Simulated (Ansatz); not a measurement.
Ansatz input file:

```yaml
crystal:
  lattice:
    - [3.1841260822, 0.0, 0.0]
    - [-1.5920630411, 2.757534076, 0.0]
    - [0.0, 0.0, 17.33459995]
  atoms:
    - { symbol: Mo, position: [0.0, 0.0, 0.0] }
    - { symbol: S, position: [0.33333333, 0.66666667, 0.08949298] }
    - { symbol: S, position: [0.33333333, 0.66666667, 0.91050702] }
basis:
  ecutwfc: 420
kpoints:
  mp_grid: { grid: [12, 12, 2] }
hamiltonian:
  xc: pbe
  dispersion: d3bj
scf:
  occupations: { method: gaussian, width: 0.02 }
output:
  forces: true
  stress: true
  eigenvalues: true
  write_density: true
  write_potential: true
  elf: true
  volumetric_format: npy
relax:
  adjacent_minimum: "off"
  f_tol: 0.01
  max_steps: 40
```

Run as
```bash
ansatz run input.yaml --threads 1 --pin off --max-ram 2560MiB --backend cpu --events-out ev --progress --plain --runs-dir out
```

Theory: DFT PBE+D3(BJ), scalar-relativistic, plane waves, PAW in Ansatz.

From the run's log, abridged:

```
Warning: output.stress: scf.convergence.dr2_threshold = 1e-7 eV (the SCF's general default) is looser than the 3e-10 eV advised for a printed stress (1e-10 eV for each atom of the cell: 3). ...
Pseudopotentials: kind: paw
Pseudopotential: Mo, paw, valence charge 14, recommended cutoff 420 eV (normal)
Pseudopotential: S, paw, valence charge 6, recommended cutoff 420 eV (normal)
Functional definition: PBE
Crystal: 3 atoms, lattice volume = 152.204 Å³
Basis set: ecut = 420 eV, 3021 PW (Γ), exchange–correlation on 48×48×240 points (8 copies of the dense FFT grid, shifted against one another)
Bands: 17, of which v1, the nominal top of the filled ones, is band 13 counted from 1 (12 counted from 0)
Symmetry: 12 space group operations
Space group: P-6m2 (ITA 187), of the structure as read, at distance tolerance 5.3e-5 Å
k-points: 38 of 288 (time reversal used)
Initial density: superposition of atomic densities (neutral atoms: chi_scale 0, normalization atom), corrected by the library's trained network
Initial wavefunctions: pseudopotential atomic-orbital guess
Functional: x = pbe(κ = 0.804, μ = 0.21951497), c = pbe(β = 0.06672455)
SCF iter   1: F=—  HF=-6763.749247 eV  |F-HF|=—  |Δ(HF+E_count)|=         —  Δρ=3.26e-3  dr2=5.55e-3  ethr=1.77e-3  ⟨swp⟩=9.9  Hψ=4619  notcnv=0
SCF iter   2: F=—  HF=-6763.756221 eV  |F-HF|=—  |Δ(HF+E_count)|=   6.97e-3  Δρ=2.17e-3  dr2=1.04e-2  ethr=2.14e-5  ⟨swp⟩=3.2  Hψ=1704  notcnv=0
SCF iter   3: F=—  HF=-6763.757262 eV  |F-HF|=—  |Δ(HF+E_count)|=   1.04e-3  Δρ=1.71e-3  dr2=7.85e-3  ethr=2.14e-5  ⟨swp⟩=3.0  Hψ=1154  notcnv=0
SCF iter   4: F=—  HF=-6763.757580 eV  |F-HF|=—  |Δ(HF+E_count)|=   3.18e-4  Δρ=6.23e-4  dr2=6.48e-4  ethr=2.14e-5  ⟨swp⟩=2.4  Hψ=902  notcnv=0
SCF iter   5: F=—  HF=-6763.757680 eV  |F-HF|=—  |Δ(HF+E_count)|=   9.94e-5  Δρ=1.18e-4  dr2=1.60e-5  ethr=2.49e-6  ⟨swp⟩=2.6  Hψ=945  notcnv=0
SCF iter   6: F=-6763.757692 eV  HF=-6763.757692 eV  |F-HF|=7.81e-8  |Δ(HF+E_count)|=   1.25e-5  Δρ=1.63e-5  dr2=3.01e-7  ethr=9.62e-9  ⟨swp⟩=12.6  Hψ=6641  notcnv=0
SCF 1 converged in 6 iterations: F = -6763.757692 eV  dr2 = 3.01e-7
relax step   1: F+E_penalty+E_count = -6763.75769212 eV  Δ(F+E_penalty+E_count) = +0.000e0 eV  max|allowed force component| = 1.157e-1 eV/Å  Δτ_max = 0.0000 Å  (6 SCF iters, dr2 threshold 2.50e-6 eV, accepted)
Initial density: handed on by an earlier stage of this run
Initial wavefunctions: those handed on with the density
SCF iter   1: F=—  HF=-6763.758288 eV  |F-HF|=—  |Δ(HF+E_count)|=         —  Δρ=4.40e-4  dr2=4.04e-4  ethr=1.55e-6  ⟨swp⟩=2.2  Hψ=2662  notcnv=0
SCF iter   2: F=—  HF=-6763.758456 eV  |F-HF|=—  |Δ(HF+E_count)|=   1.68e-4  Δρ=5.55e-4  dr2=1.44e-3  ethr=1.55e-6  ⟨swp⟩=3.0  Hψ=1304  notcnv=0
SCF iter   3: F=—  HF=-6763.758270 eV  |F-HF|=—  |Δ(HF+E_count)|=   1.85e-4  Δρ=1.94e-4  dr2=1.23e-4  ethr=1.55e-6  ⟨swp⟩=2.0  Hψ=906  notcnv=0
SCF iter   4: F=—  HF=-6763.758255 eV  |F-HF|=—  |Δ(HF+E_count)|=   1.54e-5  Δρ=5.11e-5  dr2=4.31e-6  ethr=4.71e-7  ⟨swp⟩=1.4  Hψ=703  notcnv=0
SCF iter   5: F=-6763.758255 eV  HF=-6763.758255 eV  |F-HF|=2.40e-8  |Δ(HF+E_count)|=   3.37e-7  Δρ=1.04e-5  dr2=9.67e-8  ethr=3.22e-9  ⟨swp⟩=10.9  Hψ=6078  notcnv=0
SCF 2 converged in 5 iterations: F = -6763.758255 eV  dr2 = 9.67e-8
relax step   2: F+E_penalty+E_count = -6763.75825466 eV  Δ(F+E_penalty+E_count) = -5.625e-4 eV  max|allowed force component| = 5.160e-2 eV/Å  Δτ_max = 0.0088 Å  (5 SCF iters, dr2 threshold 8.36e-7 eV, accepted)
SCF iter   1: F=—  HF=-6763.758432 eV  |F-HF|=—  |Δ(HF+E_count)|=         —  Δρ=1.33e-4  dr2=3.84e-5  ethr=1.51e-6  ⟨swp⟩=2.6  Hψ=1861  notcnv=0
SCF iter   2: F=—  HF=-6763.758415 eV  |F-HF|=—  |Δ(HF+E_count)|=   1.66e-5  Δρ=1.68e-4  dr2=1.34e-4  ethr=1.48e-7  ⟨swp⟩=2.7  Hψ=1578  notcnv=0
SCF iter   3: F=—  HF=-6763.758398 eV  |F-HF|=—  |Δ(HF+E_count)|=   1.73e-5  Δρ=5.80e-5  dr2=1.16e-5  ethr=1.48e-7  ⟨swp⟩=2.0  Hψ=906  notcnv=0
SCF iter   4: F=—  HF=-6763.758396 eV  |F-HF|=—  |Δ(HF+E_count)|=   1.52e-6  Δρ=1.52e-5  dr2=4.27e-7  ethr=4.45e-8  ⟨swp⟩=1.3  Hψ=668  notcnv=0
SCF iter   5: F=-6763.758396 eV  HF=-6763.758396 eV  |F-HF|=1.98e-10  |Δ(HF+E_count)|=   3.23e-8  Δρ=2.94e-6  dr2=5.69e-9  ethr=6.40e-10  ⟨swp⟩=11.9  Hψ=5575  notcnv=0
SCF 3 converged in 5 iterations: F = -6763.758396 eV  dr2 = 5.69e-9
relax step   3: F+E_penalty+E_count = -6763.75839645 eV  Δ(F+E_penalty+E_count) = -1.418e-4 eV  max|allowed force component| = 1.779e-4 eV/Å  Δτ_max = 0.0028 Å  (5 SCF iters, dr2 threshold 1.66e-7 eV, accepted)
SCF iter   1: F=—  HF=-6763.758365 eV  |F-HF|=—  |Δ(HF+E_count)|=         —  Δρ=2.89e-6  dr2=5.74e-9  ethr=2.21e-11  ⟨swp⟩=1.0  Hψ=2204  notcnv=0
SCF iter   2: F=-6763.758396 eV  HF=-6763.758396 eV  |F-HF|=2.76e-10  |Δ(HF+E_count)|=   3.17e-5  Δρ=1.54e-6  dr2=1.70e-9  ethr=2.21e-11  ⟨swp⟩=9.3  Hψ=4294  notcnv=0
SCF 4 converged in 2 iterations: F = -6763.758396 eV  dr2 = 1.70e-9
relax step   4: F+E_penalty+E_count = -6763.75839645 eV  Δ(F+E_penalty+E_count) = -4.029e-10 eV  max|allowed force component| = 1.704e-4 eV/Å  Δτ_max = 0.0000 Å  (2 SCF iters, accepted)
WARN: The output density's exchange-correlation potential varies sharply where the density is thin. Do not read a vacuum level from v_tot or v_xc, or from such a field of the output density. On a cell that repeats whose density bears no net charge and no dipole along the vacuum's axis use v_es (v_loc + v_h of the components); under efield.dipole_correction with no amplitude use v_es + v_field, which holds any external_charges[].barrier, or the levels of the report's work_function block, which leave it out; under a non-zero efield.amplitude the vacuum is tilted and has no level; on a cell that repeats and bears such a dipole with no correction it is tilted too, and efield.dipole_correction wi ...
SCF converged after 2 iterations
Free energy (F): -6763.758396 eV
Harris-Foulkes:  -6763.758396 eV  (|F-HF|=2.76e-10)
Internal energy: -6763.758396 eV  (E = F + TS)
E sigma→0 (E₀):  -6763.758396 eV
Fermi energy:    0.581954 eV
--- Per-component energies (eV) ---
  E_band       = -428.245098
  E_kinetic    = 655.224257
  E_local      = -13044.598322  (includes V_loc(G=0)·N_el)
  E_nonlocal   = 199.084797
  E_hartree    = 6159.917313
  E_xc         = -378.148586
  E_vxc        = -404.495814  (∫ρ·V_xc dr)
  E_paw        = -4401.494912  (= ΣΔE_a)
  E_vpaw       = -153.296942  (= ΣTr[D̂ρ^β])
  E_aug_tail   = 0.000041  (compensation charges beyond the density's cutoff)
  E_ewald      = 4047.199951
  E_disp       = -0.942936  (pairwise vdW)
  E_smearing   =  0.000000  (= −TS)
--- Forces (eV/Å), atoms counted from 1 ---
  atom   1  Mo     0.00000000     0.00000000     0.00000000
  atom   2  S      0.00000000     0.00000000     0.00017043
  atom   3  S      0.00000000     0.00000000    -0.00017043
--- Stress (GPa, compression-positive) ---
       -0.905585       0.000000       0.000000
        0.000000      -0.905585       0.000000
        0.000000       0.000000      -0.010225
  P = ⅓ Tr σ = -0.6071 GPa (-6.071 kbar)
--- Band table (eV; the first three rows and the last of 38) ---
  k-point 0: bands = ["-61.1189", "-35.2558", "-35.0516", "-35.0516", "-14.3449", "-13.0215", "-5.8572", "-2.8870", "-2.8870", "-2.0009", "-1.7749", "-1.7749", "-0.2307", "2.5098", "2.5098", "2.7708", "2.7708"]
  k-point 1: bands = ["-61.1189", "-35.2558", "-35.0516", "-35.0516", "-14.3449", "-13.0215", "-5.8572", "-2.8870", "-2.8870", "-2.0009", "-1.7749", "-1.7749", "-0.2307", "2.5098", "2.5098", "2.7708", "2.7708"]
  k-point 2: bands = ["-61.1165", "-35.2508", "-35.0771", "-35.0574", "-14.2427", "-12.9801", "-5.7410", "-3.1133", "-2.7799", "-2.5117", "-1.9374", "-1.4188", "-0.2844", "2.3773", "2.4954", "2.6546", "2.6900"]
  k-point 37: bands = ["-61.0770", "-35.3309", "-35.2876", "-35.1715", "-12.2198", "-12.1333", "-5.6549", "-4.8291", "-4.3137", "-3.8019", "-3.1099", "-2.3796", "-0.2735", "1.3948", "2.8355", "3.2972", "4.6149"]
--- Relaxed structure (4 steps of the walk, 4 accepted, 0 SCFs on fresh bases) ---
  F+E_penalty+E_count = -6763.75839645 eV   max|allowed force component| = 1.704e-4 eV/Å
  atoms:
    - { symbol: Mo, position: [0.0, 0.0, 0.0] }
    - { symbol: S, position: [0.33333333, 0.66666666, 0.08984420] }
    - { symbol: S, position: [0.33333333, 0.66666666, 0.91015579] }
```

The relaxation met its thresholds.

It took 29 s on 1 thread of Intel(R) Xeon(R) Platinum 8259CL CPU @ 2.50GHz (Skylake/Cascade Lake) (shared host), peak memory 0.48 GiB.